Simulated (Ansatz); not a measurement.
Starting structure of a cell relaxation (symmetry kept):

```cif
data_structure
_symmetry_space_group_name_H-M 'P3_121'
_symmetry_Int_Tables_number 152
_cell_length_a 4.3186
_cell_length_b 4.3186
_cell_length_c 5.9657
_cell_angle_alpha 90.000
_cell_angle_beta 90.000
_cell_angle_gamma 120.000
_cell_volume 96.36
loop_
_atom_site_label
_atom_site_type_symbol
_atom_site_symmetry_multiplicity
_atom_site_Wyckoff_symbol
_atom_site_fract_x
_atom_site_fract_y
_atom_site_fract_z
_atom_site_occupancy
Te1 Te 3 a 0.28474 0.00000 0.33333 1
```

Method: DFT PBE, scalar-relativistic, plane waves, PAW (Ansatz 0.2.0).

Cutoff 420 eV; k points 12×12×8 on the computed 3-atom cell (Γ-centred); Gaussian smearing, width 0.10 eV; no spin polarisation.

**Question.** What does it relax to?

**Answer.** The volume rises by 2.97 Å³/atom to 35.09 Å³/atom, and the energy falls by 19.1 meV/atom. Final structure:
```cif
data_structure
_symmetry_space_group_name_H-M 'P3_121'
_symmetry_Int_Tables_number 152
_cell_length_a 4.5176
_cell_length_b 4.5176
_cell_length_c 5.9561
_cell_angle_alpha 90.000
_cell_angle_beta 90.000
_cell_angle_gamma 120.000
_cell_volume 105.27
loop_
_atom_site_label
_atom_site_type_symbol
_atom_site_symmetry_multiplicity
_atom_site_Wyckoff_symbol
_atom_site_fract_x
_atom_site_fract_y
_atom_site_fract_z
_atom_site_occupancy
Te1 Te 3 a 0.26845 0.00000 0.33333 1
```

Cost: 1 run of about 4.4 core-minutes, on Arm Neoverse V1 (shared hosts).